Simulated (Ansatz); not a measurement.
# V under changes of volume

One of the cells (13.891 Å³/atom); the others are scaled copies at fixed shape and fractional positions:

```
CELL_PARAMETERS angstrom
-1.51435 1.51435 1.51435
1.51435 -1.51435 1.51435
1.51435 1.51435 -1.51435
ATOMIC_POSITIONS crystal
V 0.00000 0.00000 0.00000
```

| Item | Value |
| --- | --- |
| Program | Ansatz 0.2.0 |
| Functional | LDA |
| Potentials or basis | all-electron LAPW, scalar-relativistic |
| Cutoff | 257 eV (chosen from the basis error) |
| Basis error allowed | 0.001 eV/atom |
| k mesh | 12 × 12 × 12 |
| Occupations | fermi-dirac, width 0.05 eV |
| Spin | collinear spin, ferromagnetic start |
| Starting moments | [2.0] μB |

| volume (Å³/atom) | energy over the lowest point (meV/atom) | pressure (GPa) |
| --- | --- | --- |
| 13.058 | 0.00 | -8.3 |
| 13.336 | 17.66 | -11.8 |
| 13.613 | 40.97 | -14.9 |
| 13.891 | 69.43 | -17.8 |
| 14.169 | 102.59 | -20.4 |
| 14.447 | 140.01 | -22.7 |
| 14.725 | ? | ? |

Q: What does the run at 14.725 Å³/atom give?

A: Energy over the lowest point 181.28 meV/atom; pressure -24.8 GPa.

Worked out: A Birch-Murnaghan fit of order 3 (a polynomial in V^(-2/3)) to the other rows has no minimum within the range. It gives 181.26 meV/atom at 14.725 Å³/atom, against the run's 181.28, and -dE/dV = -24.8 GPa, against -24.8.

Energies are extrapolated to zero smearing.

Caveats: the starting moments weren't kept.
